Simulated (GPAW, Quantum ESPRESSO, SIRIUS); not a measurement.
TiC: 7 runs at one level of theory

```
Ti C
1.0
     0.00000    2.16572    2.16572
     2.16572    0.00000    2.16572
     2.16572    2.16572    0.00000
Ti C
1 1
Cartesian
  0.0000 0.0000 0.0000
  2.1657 2.1657 2.1657
```

The cell is a database's computed one, not the measured one.

Alike in all runs: task single point; functional PBE; k mesh 11 × 11 × 11; occupations fermi-dirac, width 0.05 eV; no spin polarisation; no spin-orbit coupling. Pressure is positive in compression and, in plane waves, holds the error of the finite cutoff.

| program and potentials | plane-wave cutoff (eV) | notes | pressure (GPa) |
| --- | --- | --- | --- |
| SIRIUS, SG15 1.2 PBE (norm-conserving) | 1152 | - | 0.45 |
| SIRIUS, SPMS 1.0 PBE (norm-conserving) | 1152 | - | 0.52 |
| SIRIUS, PseudoDojo 0.5 PBE stringent (scalar relativistic) | 1152 | - | 0.30 |
| SIRIUS, in-house norm-conserving set, PBE (scalar relativistic) | 1177 | - | 0.26 |
| SIRIUS, SSSP 1.3.0 PBE efficiency | 828 | - | 0.20 |
| Quantum ESPRESSO, SSSP 1.3 efficiency PBE | 748 | - | 0.22 |
| GPAW, GPAW PAW data sets (gpaw-data 1.2.1) | 800 | - | 0.94 |

The pressure spans 0.20 (SIRIUS, SSSP 1.3.0 PBE efficiency) to 0.94 GPa (GPAW, GPAW PAW data sets (gpaw-data 1.2.1)).

The functional is the same throughout but for its coding, so the spread measures potentials, basis and numerics; runs on potential files found faulty are left out.
